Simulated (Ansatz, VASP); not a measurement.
## One calculation of Sb, two programs

```
Sb
1.0
     0.00000    2.23142    2.67771
     2.23142    0.00000    2.67771
     2.23142    2.23142    0.00000
Sb
1
Direct
  0.00000 0.00000 0.00000
```

Alike in both runs: task single point; functional PBEsol; k mesh 20 × 20 × 20; occupations gaussian, width 0.15 eV; no spin polarisation.

|  | VASP | Ansatz |
| --- | --- | --- |
| version | VASP 6.6.1 | Ansatz 0.2.0 |
| potentials or method | VASP PAW PBE potentials, release 64 (Sb) | scalar-relativistic, plane waves, PAW |
| plane-wave cutoff (eV) | 520 | 420 |
| valence electrons in the cell | 5 | 15 |

Ansatz gave:

- gap on the k mesh at the Fermi level (eV): none
- pressure (GPa): -0.6
- largest component of the traceless stress (GPa): 0.04

Task: Which values does VASP return?

Result: gap on the k mesh at the Fermi level (eV): none; pressure (GPa): -0.6; largest component of the traceless stress (GPa): 0.08.

A gap of «none» marks a metal or a gap that the smearing closes. The two sets of potentials don't hold the same shells in valence.

Caveats: the PAW data sets were made with another functional, which shifts forces and pressure a little (VASP). Spin-orbit coupling is left out, which matters for the levels of Sb.
